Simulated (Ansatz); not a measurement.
CrCuO2

Computed with Ansatz (plane waves, PAW, 420 eV cutoff): PBE with spin–orbit coupling, two-component spinors, 10×10×10 k-mesh, Gaussian smearing of 0.05 eV; PAW files: Ansatz's generated set soft_2.

```xyz
4
Lattice="1.5064 0.8697 5.7030 -1.5064 0.8697 5.7030 0.0000 -1.7394 5.7030" Properties=species:S:1:pos:R:3 pbc="T T T"
Cr    0.0000    0.0000    8.5545
Cu    0.0000    0.0000    0.0000
O     0.0000    0.0000    1.8553
O     0.0000    0.0000   15.2537
```

The chain of runs began from a cell as deposited in COD, expanded in volume.

Magnetic state: ferromagnetic, site spin moments Cr 2.61; O 0.35 μB, along [001] (Cartesian), which lowers the symmetry.

Cell and atoms are those of this level's equilibrium.

The cell has space group R-3m (read at 0.01 Å). In it the stress is 0.02, 0.02, 0.06, 0.00, 0.00, 0.00 GPa and the largest force component 0.000 eV/Å. Each change below starts from this cell, without further relaxation. Stress is in GPa, positive in compression, in the order xx, yy, zz, yz, xz, xy; energies are counted from the cell above.

Question: One atom was moved along a Cartesian axis, and these forces appeared. Which atom, and about how far?
| atom | Fx (eV/Å) | Fy | Fz |
| --- | --- | --- | --- |
| Cr1 | 0.000 | 0.000 | 0.635 |
| Cu2 | 0.000 | 0.000 | 1.044 |
| O3 | 0.000 | 0.000 | 0.262 |
| O4 | 0.000 | 0.000 | -1.942 |

Answer: Atom 4 (O) is moved by 0.08 Å along z; the energy changes by 74.9 meV per cell.

Question: What stress follows from an engineering strain of -1 % in zz, atoms carried along?

Answer: 1.09, 1.09, 4.70, 0.00, 0.00, 0.00 GPa; the energy changes by 6.6 meV per cell. The gap on the mesh goes from 1.09 eV to 1.12 eV.
```tsv
atom	Fx (eV/Å)	Fy	Fz
Cr1	0.000	0.000	0.000
Cu2	0.000	0.000	0.000
O3	0.000	0.000	0.085
O4	0.000	0.000	-0.085
```
The change of the stress over the strain gives a clamped-atom stiffness of about 464 GPa for this component, a secant value that lies under the elastic constant in tension and over it in compression, by several per cent for each per cent of strain.
In a harmonic crystal the energy would rise by V(½Cε² − σ₀ε), with σ₀ the stress of the unstrained cell, = 6.7 meV, which matches.

Semilocal functionals underestimate band gaps, commonly by a third or more. Site moments are of spin, integrated over Gaussian weights of 0.5 Å, which gives about a tenth less on f atoms than spheres do. No antiparallel order was tried.

The response along z is governed largely by the O–Cu–O dumbbells, which lie parallel to this axis. Moving O4 towards its Cu neighbour compresses a short, partly covalent bond head-on, so Cu takes up more of the reaction force (1.044 eV/Å) than Cr (0.635 eV/Å), whose bonds to oxygen run obliquely and are mainly bent. The same geometry explains the large axial stiffness. Under compression the oxygens are pushed away from Cu towards the Cr layers, showing that the two bond types do not share the strain evenly; letting the oxygens relax would therefore lower the stiffness.

The Cr moment fits Cr³⁺ with a half-filled t₂g shell, beside closed-shell Cu⁺. The oxygen moment probably reflects Cr–O hybridisation and the tails of the Cr d density rather than an independent oxygen spin. The parallel alignment should not be taken for the ground state, since the compound is known to order as a noncollinear antiferromagnet at low temperature.
